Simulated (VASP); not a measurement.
# SrCl2 (Fm-3m) in VASP: further runs, part 2 of 2

VASP 6.6.1. The steps go on from the part before.

## 3. Single point, PBE

The input, INCAR:

```
SYSTEM = SrCl2
ADDGRID = .False. ; ALGO = Normal
EDIFF = 1E-6 ; ENCUT = 450
GGA = PE ; ISIF = 2
ISMEAR = 0 ; LASPH = .True.
LCHARG = .False. ; LREAL = .False.
LWAVE = .False. ; NBANDS = 19
NELM = 100 ; PREC = Low
SIGMA = 0.05
```

The input, KPOINTS:

```
k-points
0
Gamma
  6 6 6
  0 0 0
```

The input, POSCAR:

```
SrCl2
1.0
    0.0000000000      3.4883500000      3.4883500000
    3.4883500000      0.0000000000      3.4883500000
    3.4883500000      3.4883500000      0.0000000000
Sr Cl
1 2
Direct
    0.0068970000     -0.0112840000      0.0399150000
    0.7604860000      0.7424010000      0.7508940000
    0.2477780000      0.2469560000      0.2707310000
```

Potentials or basis: VASP PAW PBE potentials, release 64 (Sr_sv, Cl).

On the command line:

```sh
$ cat potpaw_PBE.64/Sr_sv/POTCAR potpaw_PBE.64/Cl/POTCAR > POTCAR
$ mpirun -np 1 vasp_std > vasp.out
```

OUTCAR:

```text
SYSTEM = SrCl2
   EDIFF = 1E-6
   ENCUT = 450
   GGA = PE
   ISIF = 2
   ISMEAR = 0
   LASPH = .True.
   LREAL = .False.
   NELM = 100
   PREC = Low

 Found    112 irreducible k-points:

 Following reciprocal coordinates:
            Coordinates               Weight
  0.000000  0.000000  0.000000      1.000000
  0.166667  0.000000  0.000000      2.000000
  0.000000  0.166667  0.000000      2.000000
  0.000000  0.000000  0.166667      2.000000
  0.166667  0.166667  0.166667      2.000000
  0.333333  0.000000  0.000000      2.000000
   k-points           NKPTS =    112   k-points in BZ     NKDIM =    112   number of bands    NBANDS=     19
   number of dos      NEDOS =    301   number of ions     NIONS =      3
   total plane-waves  NPLWV =  21952
   dimension x,y,z NGX =    28 NGY =   28 NGZ =   28
   dimension x,y,z NGXF=    28 NGYF=   28 NGZF=   28
   ions per type =               1   2
   NGX,Y,Z   is equivalent  to a cutoff of   9.44,  9.44,  9.44 a.u.
   NGXF,Y,Z  is equivalent  to a cutoff of   9.44,  9.44,  9.44 a.u.
 SYSTEM =  SrCl2
   PREC   = low       normal or accurate (medium, high low for compatibility)
   ISTART =      0    job   : 0-new  1-cont  2-samecut
   ICHARG =      2    charge: 1-file 2-atom 10-const
   ISPIN  =      1    spin polarized calculation?
   LNONCOLLINEAR =      F non collinear calculations
   LSORBIT =      F    spin-orbit coupling
   LASPH  =      T    aspherical Exc in radial PAW
   ENCUT  =  450.0 eV  33.07 Ry    5.75 a.u.   8.53  8.53  8.53*2*pi/ulx,y,z
   NELM   =    100;   NELMIN=  2; NELMDL= -5     # of ELM steps
   EDIFF  = 0.1E-05   stopping-criterion for ELM
   LREAL  =      F    real-space projection
   EDIFFG = 0.1E-04   stopping-criterion for IOM
   NSW    =      0    number of steps for IOM
   IBRION =     -1    ionic relax: 0-MD 1-quasi-New 2-CG
   NFREE  =      0    steps in history (QN), initial steepest desc. (CG)
   ISIF   =      2    stress and relaxation
   ISYM   =      2    0-nonsym 1-usesym 2-fastsym
   POTIM  = 0.5000    time-step for ionic-motion
   TEBEG  =    0.0;   TEEND  =   0.0 temperature during run
   PSTRESS=    0.0 pullay stress
   NELECT =      24.0000    total number of electrons
   NUPDOWN=      -1.0000    fix difference up-down
   EMIN   =  10.00;   EMAX   =-10.00  energy-range for DOS
   EFERMI =   0.00;   METHOD = LEGACY
   ISMEAR =     0;   SIGMA  =   0.05  broadening in eV -4-tet -1-fermi 0-gaus
   EFERMI_NEDOS =   21; number of points for ismear=-14 and -15
   IALGO  =     38    algorithm
   IMIX   =      4    mixing-type and parameters
     AMIX     =   0.40;   BMIX     =  1.00
     AMIX_MAG =   1.60;   BMIX_MAG =  1.00
  volume/ion in A,a.u.               =      28.30       190.97
  Fermi-wavevector in a.u.,A,eV,Ry     =   1.074439  2.030396 15.706833  1.154420
  Thomas-Fermi vector in A             =   2.210267
   LORBIT       =      0    0 simple, 1 ext, 2 COOP (PROOUT), +10 PAW based schemes
   GGA     = PE    functional components
   LHFCALC =     F    Hartree Fock is set to
   AEXX    =    0.0000 exact exchange contribution
   IVDW    =     0    specifies the selected vdW correction
   LEPSILON=     F    determine dielectric tensor
   LRPA    =     F    only Hartree local field effects (RPA)
 non-spin polarized calculation
 Gauss-broadening in eV      SIGMA  =   0.05
  energy-cutoff  :      450.00
  volume of cell :       84.90
 maximum number of plane-waves:      1868
   NGX = 17   NGY = 17   NGZ = 17

 number of electron      24.0000035 magnetization

 Free energy of the ion-electron system (eV)
  ---------------------------------------------------
  ext. energy  EPLUGINS =         0.00000000
  ---------------------------------------------------
  free energy    TOTEN  =       -12.74259014 eV

  energy without entropy =      -12.74259014  energy(sigma->0) =      -12.74259014

 E-fermi :   0.4829     XC(G=0):  -8.2793

 val. band max:        0.1676196201   @ k =   0.5000   0.5000   0.0000
 cond. band min:       5.4799695273   @ k =   0.0000   0.0000   0.0000
 fundamental gap:      5.3123499072
 Fermi energy:         0.4828731123

 k-point     1 :       0.0000    0.0000    0.0000
  band No.  band energies     occupation
      1     -32.7198      2.00000
      2     -14.7297      2.00000
      3     -14.7169      2.00000
      4     -14.7140      2.00000
      5     -13.1491      2.00000
      6     -12.3097      2.00000
[... 11 lines left out ...]
     18       9.1898      0.00000
     19       9.4467      0.00000

 k-point     2 :       0.1667    0.0000    0.0000
  band No.  band energies     occupation
      1     -32.7190      2.00000
      2     -14.8061      2.00000
      3     -14.7276      2.00000
      4     -14.7184      2.00000
      5     -13.0084      2.00000
      6     -12.3599      2.00000
[... 11 lines left out ...]
     18       8.9746      0.00000
     19       9.8171      0.00000

 k-point     3 :       0.0000    0.1667    0.0000
  band No.  band energies     occupation
      1     -32.7190      2.00000
      2     -14.8121      2.00000
      3     -14.7274      2.00000
      4     -14.7198      2.00000
      5     -12.9953      2.00000
      6     -12.3644      2.00000
[... 11 lines left out ...]
     18       8.9068      0.00000
     19       9.8421      0.00000

 k-point     4 :       0.0000    0.0000    0.1667
  band No.  band energies     occupation
      1     -32.7189      2.00000
      2     -14.8259      2.00000
      3     -14.7215      2.00000
      4     -14.7178      2.00000
      5     -12.9842      2.00000
      6     -12.3683      2.00000
[... 11 lines left out ...]
     18       8.8314      0.00000
     19       9.9701      0.00000

 k-point     5 :       0.1667    0.1667    0.1667
  band No.  band energies     occupation
      1     -32.7190      2.00000
      2     -14.8103      2.00000
      3     -14.7245      2.00000
      4     -14.7177      2.00000
      5     -13.0078      2.00000
      6     -12.3602      2.00000
[... 11 lines left out ...]
     18       8.9644      0.00000
     19       9.9225      0.00000

 k-point     6 :       0.3333    0.0000    0.0000
  band No.  band energies     occupation
      1     -32.7174      2.00000
      2     -14.9372      2.00000
      3     -14.7392      2.00000
      4     -14.7250      2.00000
      5     -12.8078      2.00000
      6     -12.4041      2.00000
[... 11 lines left out ...]
     18       8.8784      0.00000
     19       9.2782      0.00000

 [... further k-points ...]

------------------------ aborting loop because EDIFF is reached ----------------------------------------

  FORCE on cell =-STRESS in cart. coord.  units (eV):
  Direction    XX          YY          ZZ          XY          YZ          ZX
  --------------------------------------------------------------------------------------
  -------------------------------------------------------------------------------------
  Total        0.7180917      0.6675465      0.7092124      0.1943048     -0.2433615     -0.0909929
  in kB       13.5519050     12.5980101     13.3843331      3.6669410     -4.5927446     -1.7172272
  external PRESSURE =      13.1780827 kB  Pullay stress =       0.0000000 kB

 VOLUME and BASIS-vectors are now :
 -----------------------------------------------------------------------------
  energy-cutoff  :      450.00
  volume of cell :       84.90
      direct lattice vectors                 reciprocal lattice vectors
     0.000000000  3.488350000  3.488350000    -0.143334241  0.143334241  0.143334241
     3.488350000  0.000000000  3.488350000     0.143334241 -0.143334241  0.143334241
     3.488350000  3.488350000  0.000000000     0.143334241  0.143334241 -0.143334241

 POSITION                                       TOTAL-FORCE (eV/Angst)
 -----------------------------------------------------------------------------------
      3.58822      0.16330      3.47305        -0.250934     -0.331913      0.095975
      5.20914      5.27222      5.24260         0.318337      0.230725     -0.161067
      1.80587      1.80874      1.72581        -0.067403      0.101188      0.065092
 -----------------------------------------------------------------------------------
    total drift:                                0.004320     -0.004239     -0.000058

  FREE ENERGIE OF THE ION-ELECTRON SYSTEM (eV)
  ---------------------------------------------------
  free  energy   TOTEN  =       -12.7425901408 eV

  energy  without entropy=      -12.7425901408  energy(sigma->0) =      -12.74259014
```

OSZICAR:

```text
N       E                     dE             d eps       ncg     rms          rms(c)
DAV:   1     0.127302263145E+03    0.12730E+03   -0.10440E+04  4256   0.100E+03
DAV:   2    -0.454344830561E+01   -0.13185E+03   -0.12768E+03  5524   0.213E+02
DAV:   3    -0.128534443377E+02   -0.83100E+01   -0.82861E+01  6492   0.516E+01
DAV:   4    -0.130234081333E+02   -0.16996E+00   -0.16967E+00  6347   0.646E+00
DAV:   5    -0.130264579481E+02   -0.30498E-02   -0.30495E-02  6210   0.770E-01    0.133E+01
DAV:   6    -0.127254799402E+02    0.30098E+00   -0.60152E-01  4861   0.435E+00    0.851E+00
DAV:   7    -0.127345258420E+02   -0.90459E-02   -0.37348E-01  5747   0.363E+00    0.214E+00
DAV:   8    -0.127401306110E+02   -0.56048E-02   -0.55327E-02  4734   0.129E+00    0.418E-01
DAV:   9    -0.127410991408E+02   -0.96853E-03   -0.20168E-03  5329   0.270E-01    0.151E-01
DAV:  10    -0.127424533438E+02   -0.13542E-02   -0.92903E-04  4505   0.176E-01    0.364E-02
DAV:  11    -0.127425664275E+02   -0.11308E-03   -0.75564E-05  5453   0.483E-02    0.426E-02
DAV:  12    -0.127425887300E+02   -0.22303E-04   -0.23341E-05  4558   0.246E-02    0.471E-03
DAV:  13    -0.127425900224E+02   -0.12924E-05   -0.14967E-06  5415   0.706E-03    0.371E-03
DAV:  14    -0.127425901408E+02   -0.11837E-06   -0.26928E-07  3656   0.338E-03
   1 F= -.12742590E+02 E0= -.12742590E+02  d E =-.122269E-20
```

It took 60 s on 1 thread of Intel Xeon Platinum 8488C (Sapphire Rapids), shared host; peak memory 0.22 GiB.

The run converged, but some of its settings lie outside the range that counts as converged, so its numbers aren't taken as properties of the crystal.

Results:

```
Free energy            : -12.7426 eV
Pressure               : 1.3 GPa
Largest force          : 0.427 eV/Å
Band gap on the k mesh : 5.31 eV, indirect (least direct gap 5.50 eV)
```

## 4. Single point, PBE

INCAR: that of step 3 with these lines changed.

```diff
@@ -7,3 +7,3 @@
 LWAVE = .False. ; NBANDS = 19
-NELM = 100 ; PREC = Low
+NELM = 100 ; PREC = Normal
 SIGMA = 0.05
```

KPOINTS is that of step 3.

The input, POSCAR:

```
SrCl2
1.0
    0.0000000000      3.4883500000      3.4883500000
    3.4883500000      0.0000000000      3.4883500000
    3.4883500000      3.4883500000      0.0000000000
Sr Cl
1 2
Direct
    0.0000000000      0.0000000000      0.0000000000
    0.7500000000      0.7500000000      0.7500000000
    0.2500000000      0.2500000000      0.2500000000
```

Potentials or basis: VASP PAW PBE potentials, release 64 (Sr_sv, Cl).

On the command line:

```sh
$ cat potpaw_PBE.64/Sr_sv/POTCAR potpaw_PBE.64/Cl/POTCAR > POTCAR
$ mpirun -np 1 vasp_std > vasp.out
```

OUTCAR:

```text
SYSTEM = SrCl2
   EDIFF = 1E-6
   ENCUT = 450
   GGA = PE
   ISIF = 2
   ISMEAR = 0
   LASPH = .True.
   LREAL = .False.
   NELM = 100
   PREC = Normal

 Found     16 irreducible k-points:

 Following reciprocal coordinates:
            Coordinates               Weight
  0.000000  0.000000  0.000000      1.000000
  0.166667  0.000000  0.000000      8.000000
  0.333333  0.000000  0.000000      8.000000
  0.500000  0.000000  0.000000      4.000000
  0.166667  0.166667  0.000000      6.000000
  0.333333  0.166667  0.000000     24.000000
   k-points           NKPTS =     16   k-points in BZ     NKDIM =     16   number of bands    NBANDS=     19
   number of dos      NEDOS =    301   number of ions     NIONS =      3
   total plane-waves  NPLWV =  21952
   dimension x,y,z NGX =    28 NGY =   28 NGZ =   28
   dimension x,y,z NGXF=    56 NGYF=   56 NGZF=   56
   ions per type =               1   2
   NGX,Y,Z   is equivalent  to a cutoff of   9.44,  9.44,  9.44 a.u.
   NGXF,Y,Z  is equivalent  to a cutoff of  18.87, 18.87, 18.87 a.u.
 SYSTEM =  SrCl2
   PREC   = normal    normal or accurate (medium, high low for compatibility)
   ISTART =      0    job   : 0-new  1-cont  2-samecut
[... 55 lines left out ...]

 E-fermi :   0.3600     XC(G=0):  -8.2831

 val. band max:        0.1534597045   @ k =   0.5000   0.5000   0.0000
 cond. band min:       5.4898618086   @ k =   0.0000   0.0000   0.0000
 fundamental gap:      5.3364021041
 Fermi energy:         0.3600219364

 k-point     1 :       0.0000    0.0000    0.0000
  band No.  band energies     occupation
      1     -32.7345      2.00000
      2     -14.7253      2.00000
      3     -14.7253      2.00000
      4     -14.7253      2.00000
      5     -13.1534      2.00000
      6     -12.3034      2.00000
[... 109 lines left out ...]
      6     -12.4578      2.00000
[... 11 lines left out ...]
     18       8.6697      0.00000
     19       9.5978      0.00000

 [... further k-points ...]

------------------------ aborting loop because EDIFF is reached ----------------------------------------

  FORCE on cell =-STRESS in cart. coord.  units (eV):
  Direction    XX          YY          ZZ          XY          YZ          ZX
  --------------------------------------------------------------------------------------
  -------------------------------------------------------------------------------------
  Total        0.5461522      0.5461522      0.5461522     -0.0000000      0.0000000      0.0000000
  in kB       10.3070431     10.3070431     10.3070431     -0.0000000      0.0000000      0.0000000
  external PRESSURE =      10.3070431 kB  Pullay stress =       0.0000000 kB

 VOLUME and BASIS-vectors are now :
 -----------------------------------------------------------------------------
  energy-cutoff  :      450.00
  volume of cell :       84.90
      direct lattice vectors                 reciprocal lattice vectors
     0.000000000  3.488350000  3.488350000    -0.143334241  0.143334241  0.143334241
     3.488350000  0.000000000  3.488350000     0.143334241 -0.143334241  0.143334241
     3.488350000  3.488350000  0.000000000     0.143334241  0.143334241 -0.143334241

 POSITION                                       TOTAL-FORCE (eV/Angst)
 -----------------------------------------------------------------------------------
      0.00000      0.00000      0.00000        -0.000000      0.000000      0.000000
      5.23252      5.23252      5.23252        -0.000000     -0.000000      0.000000
      1.74418      1.74418      1.74418         0.000000      0.000000     -0.000000
 -----------------------------------------------------------------------------------
    total drift:                               -0.000000     -0.000000      0.000000

  FREE ENERGIE OF THE ION-ELECTRON SYSTEM (eV)
  ---------------------------------------------------
  free  energy   TOTEN  =       -12.7809267412 eV

  energy  without entropy=      -12.7809267412  energy(sigma->0) =      -12.78092674
```

OSZICAR:

```text
N       E                     dE             d eps       ncg     rms          rms(c)
DAV:   1     0.132461818618E+03    0.13246E+03   -0.10419E+04   608   0.100E+03
DAV:   2    -0.475430830114E+01   -0.13722E+03   -0.13424E+03   802   0.215E+02
DAV:   3    -0.127894431207E+02   -0.80351E+01   -0.80108E+01   818   0.519E+01
DAV:   4    -0.130546767698E+02   -0.26523E+00   -0.26476E+00   960   0.799E+00
DAV:   5    -0.130581499258E+02   -0.34732E-02   -0.34728E-02   859   0.841E-01    0.129E+01
DAV:   6    -0.127633029894E+02    0.29485E+00   -0.59226E-01   707   0.430E+00    0.833E+00
DAV:   7    -0.127726844651E+02   -0.93815E-02   -0.36166E-01   814   0.358E+00    0.210E+00
DAV:   8    -0.127783956040E+02   -0.57111E-02   -0.53939E-02   699   0.126E+00    0.390E-01
DAV:   9    -0.127794939761E+02   -0.10984E-02   -0.20323E-03   781   0.266E-01    0.139E-01
DAV:  10    -0.127807943003E+02   -0.13003E-02   -0.89295E-04   655   0.171E-01    0.331E-02
DAV:  11    -0.127809049961E+02   -0.11070E-03   -0.74819E-05   782   0.479E-02    0.410E-02
DAV:  12    -0.127809255749E+02   -0.20579E-04   -0.21361E-05   659   0.231E-02    0.502E-03
DAV:  13    -0.127809267829E+02   -0.12081E-05   -0.14234E-06   734   0.656E-03    0.409E-03
DAV:  14    -0.127809267412E+02    0.41731E-07   -0.37288E-07   522   0.394E-03
   1 F= -.12780927E+02 E0= -.12780927E+02  d E =-.151664E-10
```

Run time: 9.6 s. Hardware: 1 thread of Intel Xeon Platinum 8488C (Sapphire Rapids), shared host; peak memory 0.16 GiB.

The run converged, but some of its settings lie outside the range that counts as converged, so its numbers aren't taken as properties of the crystal.

Results:

| Property | Result |
| --- | --- |
| Free energy | -12.7809 eV |
| Pressure | 1.0 GPa |
| Band gap on the k mesh | 5.34 eV, indirect (least direct gap 5.50 eV) |

## 5. Single point, PBE

INCAR is that of step 4.

KPOINTS is that of step 4.

The input, POSCAR:

```
SrCl2
1.0
    0.0000000000      3.4883500000      3.4883500000
    3.4883500000      0.0000000000      3.4883500000
    3.4883500000      3.4883500000      0.0000000000
Sr Cl
1 2
Direct
    0.0068970000     -0.0112840000      0.0399150000
    0.7604860000      0.7424010000      0.7508940000
    0.2477780000      0.2469560000      0.2707310000
```

On the command line:

```sh
$ cat potpaw_PBE.64/Sr_sv/POTCAR potpaw_PBE.64/Cl/POTCAR > POTCAR
$ mpirun -np 1 vasp_std > vasp.out
```

Wall time 50 s (1 thread of Intel Xeon Platinum 8488C (Sapphire Rapids), shared host); peak memory 0.25 GiB.

These settings aren't checked as converged: the numbers below hold their error.

What came out:

```
Free energy            : -12.7431 eV
Pressure               : 1.3 GPa
Largest force          : 0.427 eV/Å
Band gap on the k mesh : 5.31 eV, indirect (least direct gap 5.50 eV)
```
